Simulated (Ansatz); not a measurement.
The cell comes from COD entry 4124624, which wasn't checked; take it as a given geometry. Its inner coordinates are ideal values, not refined ones.

MoS$_{2}$: DFT, PBE, all-electron PAW with datasets made for the crystal, scalar-relativistic (Ansatz 0.2.0).

Command: `ansatz run input.yaml --threads 1 --pin off --max-ram 4096MiB --backend cpu --events-out ev --progress --plain --runs-dir out` The run took 60 s on 1 thread of Arm Neoverse V2 (shared host), peak memory 1.2 GiB.

```yaml
crystal:
  lattice:
    - [1.5855007458, 0.9153892824, 6.115]
    - [-1.5855007458, 0.9153892824, 6.115]
    - [0.0, -1.8307785648, 6.115]
  atoms:
    - { symbol: Mo, position: [0.0, 0.0, 0.0] }
    - { symbol: S, position: [0.75, 0.75, 0.75] }
    - { symbol: S, position: [0.25, 0.25, 0.25] }
kpoints:
  mp_grid: { grid: [15, 15, 15] }
  band_path:
    path:
      - [0.0, 0.0, 0.0]
      - [0.5, 0.5, 0.5]
      - [0.8183941291, 0.1816058709, 0.5]
      - [0.5, -0.1816058709, 0.1816058709]
      - [0.5, 0.0, 0.0]
      - [0.0, 0.0, 0.0]
      - [0.3408029355, -0.3408029355, 0.0]
      - [0.6591970645, 0.0, 0.3408029355]
      - [0.5, 0.0, 0.5]
    npoints: 8
scf:
  occupations: { method: fermi_dirac, width: 0.05 }
hamiltonian:
  xc: pbe
  pseudopotentials: { kind: all_electron, datasets: crystal }
output:
  forces: true
  stress: true
  eigenvalues: true
  efg: { contact_densities: true }
```

Output:

```
basis.fft_grid_basis auto: the FFT boxes are laid along the combinations [[1, 0, -1], [0, 1, -1], [0, 0, 1]] of the cell's own vectors, 3.171, 3.171 and 6.383 Å long. The dense box has 18×18×40 points. Along the cell's own vectors, as sized, it would have 40×40×40, 4.94 times as many. Of the 12 symmetry operations that the crystal satisfies within crystal.symmetry.tolerance (time reversal apart; of a slab, those that keep its plane) the dense box along the cell's own vectors carries 12, and the one as laid loses 8 of those. basis.fft_grid_basis: typed keeps the cell's own vectors: state it where this run's energies or levels are differenced outside the engine with another run's, or held beside a run that keeps those vectors.
hamiltonian.pseudopotentials.datasets: crystal makes datasets for this crystal and solves the spheres of its atoms anew in each pass: cutoff 300.0 eV, the density's 1200.0 eV; for an error of 0.50 meV an atom under PBE, 1.5 meV for the cell; an energy difference from a run of another recipe may be off by several times the error for the cell, under r2SCAN by more, where some 0.1 meV an atom stays at smaller errors; S in spheres of 1.074 Å, 6 of its electrons in bands; Mo in spheres of 1.302 Å, 14 of its electrons in bands
band count auto-derived: 19 (N_el = 26.0; filled up to band 13; 17 by the electrons, moments and atoms)
Mo: output.efg is read without spin–orbit coupling, which moves field gradients at and beside such atoms by some per cent and up to a factor of two; PAW files take it under magnetization.noncollinear and magnetization.spin_orbit
Engine: ansatz 0.2.0
Pseudopotentials: kind: all_electron
Pseudopotential: Mo, paw, valence charge 14, recommended cutoff 300 eV (normal), Koelling and Harmon's equation, gaussian nucleus
Pseudopotential: S, paw, valence charge 6, recommended cutoff 300 eV (normal), Koelling and Harmon's equation, gaussian nucleus
Functional definition: PBE
  parameter kappa = 0.804
  parameter beta = 0.06672455060314922
  exchange = pbe_x(kappa = kappa, mu = beta*pi^2/3)
  correlation = pbe_c(beta = beta)
Crystal: 3 atoms, lattice volume = 53.250 Å³
Basis set: ecut = 300 eV, 623 PW (Γ), FFT grids on a1−a3, a2−a3, a3, exchange–correlation on 36×36×80 points (8 copies of the dense FFT grid, shifted against one another)
Bands: 19, of which v1, the nominal top of the filled ones, is band 13 counted from 1 (12 counted from 0)
Symmetry: 12 space group operations
Space group: R-3m (ITA 166), of the structure as read, at distance tolerance 3.8e-5 Å
k-points: 344 of 3375
Non-local potential: Mo, projectors of the file, l = 0: 2, l = 1: 2, l = 2: 2
Non-local potential: S, projectors of the file, l = 0: 1, l = 1: 1, l = 2: 2
PAW form: soft (Blöchl's): semilocal exchange-correlation on the pseudo side does not see the compensation charge
PAW one-centre angular grid: Mo, 590 points (default); XC on its mesh's 1865 points in the sphere
PAW one-centre angular grid: S, 110 points (default); XC on its mesh's 1907 points in the sphere
Initial density: superposition of atomic densities (neutral atoms: chi_scale 0, normalization atom)
Initial wavefunctions: pseudopotential atomic-orbital guess
Functional: x = pbe(κ = 0.804, μ = 0.2195149727645171), c = pbe(β = 0.06672455060314922)
iter 1 solved again at ethr=3.05e-2 eV; its pass at ethr=1.00e-1 eV (dr2=7.94e0 eV) is discarded
SCF iter   1: F=—  HF=-131906.536188 eV  |F-HF|=—  |Δ(HF+E_count)|=         —  Δρ=9.71e-2  dr2=8.06e0  ethr=3.05e-2  ⟨swp⟩=2.0  Hψ=34695  notcnv=0
preconditioner: auto → Kerker (q_TF=auto, 2.421 Å⁻¹)  [metal: Δε(μ)=0.003 eV  Ē_g=10.408 eV  σ=0.050 eV  W_gap=0.01  n_scr=16 (ndim 8)  ℏωp=21.6 eV  f_vac=0.003  D(μ)=1.02/eV (n_scr^D=2)]
iter 2 solved again at ethr=1.99e-3 eV; its pass at ethr=3.05e-2 eV (dr2=5.18e-1 eV) is discarded
SCF iter   2: F=—  HF=-131905.049680 eV  |F-HF|=—  |Δ(HF+E_count)|=    1.49e0  Δρ=2.97e-2  dr2=4.91e-1  ethr=1.99e-3  ⟨swp⟩=3.6  Hψ=28298  notcnv=0  defer=27
SCF iter   3: F=—  HF=-131904.957848 eV  |F-HF|=—  |Δ(HF+E_count)|=   9.18e-2  Δρ=1.50e-2  dr2=2.36e-1  ethr=1.89e-3  ⟨swp⟩=3.1  Hψ=15017  notcnv=0  defer=6
SCF iter   4: F=—  HF=-131904.962342 eV  |F-HF|=—  |Δ(HF+E_count)|=   4.49e-3  Δρ=6.14e-3  dr2=4.99e-2  ethr=9.08e-4  ⟨swp⟩=2.6  Hψ=15706  notcnv=0  defer=37
SCF iter   5: F=—  HF=-131904.957929 eV  |F-HF|=—  |Δ(HF+E_count)|=   4.41e-3  Δρ=2.01e-3  dr2=6.36e-3  ethr=1.92e-4  ⟨swp⟩=3.2  Hψ=13393  notcnv=0  defer=50
SCF iter   6: F=—  HF=-131904.958626 eV  |F-HF|=—  |Δ(HF+E_count)|=   6.97e-4  Δρ=1.14e-3  dr2=2.28e-3  ethr=2.44e-5  ⟨swp⟩=3.1  Hψ=16856  notcnv=0  defer=15
SCF iter   7: F=—  HF=-131904.958547 eV  |F-HF|=—  |Δ(HF+E_count)|=   7.83e-5  Δρ=2.54e-4  dr2=9.09e-5  ethr=8.76e-6  ⟨swp⟩=2.0  Hψ=13738  notcnv=0  defer=8
SCF iter   8: F=—  HF=-131904.958606 eV  |F-HF|=—  |Δ(HF+E_count)|=   5.89e-5  Δρ=1.90e-4  dr2=3.68e-5  ethr=3.50e-7  ⟨swp⟩=3.0  Hψ=13763  notcnv=0  defer=3
SCF iter   9: F=—  HF=-131904.958609 eV  |F-HF|=—  |Δ(HF+E_count)|=   2.45e-6  Δρ=2.29e-5  dr2=2.83e-7  ethr=1.41e-7  ⟨swp⟩=3.0  Hψ=11800  notcnv=0  defer=3
SCF iter  10: F=-131904.958609 eV  HF=-131904.958609 eV  |F-HF|=5.15e-9  |Δ(HF+E_count)|=   6.52e-7  Δρ=5.28e-6  dr2=2.36e-8  ethr=1.09e-9  ⟨swp⟩=3.3  Hψ=14617  notcnv=0  defer=1
SCF 1 converged in 10 iterations: F = -131904.958608 eV  dr2 = 2.36e-8
  Residual-converged pass: ⟨swp⟩=3.6  Hψ=15022  notcnv=0  max |occ|·‖R‖ = 6.4e-6 eV (tolerance 6.5e-6 eV)  dr2=2.48e-8  dr2_onsite=5.24e-9  max |Δocc| = 4.0e-9
  greatest PAW one-centre occupation: 0.996 electrons in one spin orbital (limit 2), on the Mo atom at site 0 (counted from 0), in its partial waves of l = 0
NSCF: frozen V_eff on 65 k-points
SCF converged after 10 iterations
Free energy (F): -131904.958608 eV
Harris-Foulkes:  -131904.958608 eV  (|F-HF|=5.15e-9)
Internal energy: -131904.947300 eV  (E = F + TS)
E sigma→0 (E₀):  -131904.952954 eV
Entropy (-TS):   -0.011309 eV (-3.770 meV/atom)
Past the cutoff: the bands carry plane waves up to 1.75 times it, of which those up to 1.5 times it add -0.000173 eV an atom, each by itself; the spheres take 0.000096 eV an atom off the energy for waves past 1.75 times it
By the cutoff:   a pressure is off by up to 0.005 GPa (1.2 times the spheres' own share and the shells' term, over an atom's volume, and 0.004 GPa: a bound that held against runs at twice the plane waves)
Past the cutoffs: a stress includes 0.0008 GPa for waves and charges beyond them, in addition to the slope of what the spheres take
In the spheres:  the bands' charges fall short by 3.0e-7 e at most (sound up to 1e-3)
Fermi energy:    12.544065 eV
--- Per-component energies (eV) ---
  The terms above E_closure are by the made datasets' own strengths, without shells solved beside the bands.
--- Forces (eV/Å), atoms counted from 1 ---
  atom   1  Mo     0.00000000     0.00000000    -0.00000000
  atom   2  S      0.00000000    -0.00000000     0.99413231
  atom   3  S      0.00000000     0.00000000    -0.99413231
  max |Σ_I F_I| component: 4.44e-16 eV/Å
--- Stress (GPa, compression-positive) ---
        6.689487       0.000000       0.000000
        0.000000       6.689487       0.000000
       -0.000000       0.000000      10.638567
  P = ⅓ Tr σ = 8.0058 GPa (80.058 kbar)
--- PAW observables at the nuclei: V_zz in 10²¹ V/m², potentials from the cell's mean, atoms counted from 1 ---
  atom   1  Mo V_zz =   -10.796311   η = 0.0000   by run symmetry: allowed
            electrostatic potential = -6351.363804 V   contact ρ = 595310.711713 e/Å³
  atom   2  S  V_zz =    -5.055129   η = 0.0000   by run symmetry: allowed
            electrostatic potential = -1636.696183 V   contact ρ = 19789.542429 e/Å³
  atom   3  S  V_zz =    -5.055129   η = 0.0000   by run symmetry: allowed
            electrostatic potential = -1636.696183 V   contact ρ = 19789.542429 e/Å³
--- Band table (eV; the first three rows and the last of 344) ---
  k-point 0: bands = ["-49.2560", "-23.3336", "-23.2408", "-23.2408", "-2.6608", "-1.0269", "5.4627", "8.3192", "8.3192", "10.7518", "11.3024", "11.4916", "11.4916", "12.2753", "12.2753", "15.9098", "15.9098"]
  k-point 1: bands = ["-49.2542", "-23.3301", "-23.2584", "-23.2448", "-2.5870", "-1.0152", "5.5577", "8.1379", "8.3610", "10.8178", "11.0333", "11.1973", "11.3715", "12.4193", "12.5714", "15.6652", "15.8558"]
  k-point 2: bands = ["-49.2493", "-23.3203", "-23.3077", "-23.2560", "-2.3731", "-0.9803", "5.8261", "7.7582", "8.4615", "10.0745", "10.7731", "10.9190", "11.4084", "12.6182", "12.9981", "15.3014", "15.7496"]
  k-point 343: bands = ["-49.2542", "-23.3302", "-23.2584", "-23.2448", "-2.3354", "-1.4145", "6.5335", "7.8558", "8.3799", "9.0983", "11.0267", "11.1841", "11.9877", "12.4820", "12.8500", "15.7634", "15.9902"]
```
